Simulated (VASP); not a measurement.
Here is the system:

```
CELL_PARAMETERS angstrom
      0.00000     3.03610     3.03610
      3.03610     0.00000     3.03610
      3.03610     3.03610     0.00000
ATOMIC_POSITIONS crystal
  Zn 0.00000 0.00000 0.00000
  Te 0.25000 0.25000 0.25000
```

The numbers are results of PBEsol GGA, VASP's PBE PAW potentials (set 64) (plane waves; VASP), not measurements. Run with 520 eV cut-off, Gaussian smearing of 0.050 eV, potentials Zn Te.

Unless said otherwise, spin-orbit coupling is left out, though it shifts the bands of the heavy elements here.

Problem. Estimate the band gap (along the path) with the smallest direct gap where there is one.

Solution. 
```json
{
 "band gap (along the path)": "1.23 eV",
 "smallest direct gap (along the path)": "1.23 eV"
}
```

Total energies compare only between runs with the same potentials, cut-off and functional.

The compound is ZnTe in the zinc blende structure. It was relaxed first.
